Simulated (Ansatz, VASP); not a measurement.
One calculation of Cs, two programs

The input INCAR:

```
SYSTEM = Cs
ALGO = Normal
EDIFF = 1E-6
ENCUT = 520
GGA = PE
ISIF = 2
ISMEAR = 0
LASPH = .True.
LCHARG = .False.
LREAL = .False.
LWAVE = .False.
NBANDS = 10
NELM = 100
PREC = Accurate
SIGMA = 0.1
```

File KPOINTS:

```
k-points
0
Gamma
  4 4 4
  0 0 0
```

Contents of POSCAR:

```
Cs
1.0
    3.0190110000     -4.3381320000      0.0000000000
    3.0190110000      4.3381320000      0.0000000000
   -2.5749360000      0.0000000000      4.4138870000
Cs
1
Direct
    0.0000000000      0.0000000000      0.5000000000
```

Input for Ansatz:

```yaml
crystal:
  lattice:
    - [3.019011, -4.338132, 0.0]
    - [3.019011, 4.338132, 0.0]
    - [-2.574936, 0.0, 4.413887]
  atoms:
    - { symbol: Cs, position: [0.0, 0.0, 0.5] }
basis:
  ecutwfc: 420
kpoints:
  mp_grid: { grid: [4, 4, 4] }
hamiltonian:
  xc: pbe
scf:
  occupations: { method: gaussian, width: 0.1 }
output:
  forces: true
  stress: true
  eigenvalues: true
```

This isn't the form of Cs at room conditions, which is bcc.

Alike in both runs: task single point; functional PBE; k mesh 4 × 4 × 4; occupations gaussian, width 0.1 eV; no spin polarisation.

|  | VASP | Ansatz |
| --- | --- | --- |
| version | VASP 6.6.1 | Ansatz 0.2.0 |
| potentials or method | VASP PAW PBE potentials, release 64 (Cs_sv) | scalar-relativistic, plane waves, PAW |
| plane-wave cutoff (eV) | 520 | 420 |
| valence electrons in the cell | 9 | 9 |

VASP gave:

```
gap on the k mesh at the Fermi level (eV)       : none
pressure (GPa)                                  : 0.0
largest component of the traceless stress (GPa) : 0.10
```

**Question.** What did Ansatz give for the same quantities?

**Answer.** gap on the k mesh at the Fermi level (eV): none; pressure (GPa): 0.1; largest component of the traceless stress (GPa): 0.10.

A gap of «none» marks a metal or a gap that the smearing closes. With one functional, cell and mesh, what is left measures potentials, basis and numerics.

The runs have no spin-orbit coupling, so splittings on Cs are missing.
